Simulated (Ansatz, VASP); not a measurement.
# W: VASP beside Ansatz

```
W
1.0
     2.74783    0.00000    0.00000
    -1.37392    2.37969    0.00000
     0.00000    0.00000   10.27313
W
4
Direct
  0.33333 0.66667 0.38042
  0.66667 0.33333 0.88042
  0.66667 0.33333 0.61958
  0.33333 0.66667 0.11958
```

Alike in both runs: functional r2SCAN; k mesh 9 × 9 × 2; occupations gaussian, width 0.1 eV; no spin polarisation.

Ansatz relaxed the structure, and its values are those at the end. VASP's run is a single point on that final structure, the one shown.

```csv
,VASP,Ansatz
version,VASP 6.6.1,Ansatz 0.2.0
potentials or method,"VASP PAW PBE potentials, release 64 (W_sv)","scalar-relativistic, plane waves, PAW"
plane-wave cutoff (eV),520,500
valence electrons in the cell,56,56
```

VASP gave:

```
gap on the k mesh at the Fermi level (eV) : none
pressure (GPa)                            : 1.1
rms of the force components (eV/Å)        : 0.014
```

Question: Which values does Ansatz return?

Answer: gap on the k mesh at the Fermi level (eV): none; pressure (GPa): -0.1; rms of the force components (eV/Å): 0.019.

A gap of «none» marks a metal or a gap that the smearing closes.

Caveats: the PAW data sets were made with another functional, which shifts forces and pressure a little (VASP). The runs have no spin-orbit coupling, so splittings on W are missing.
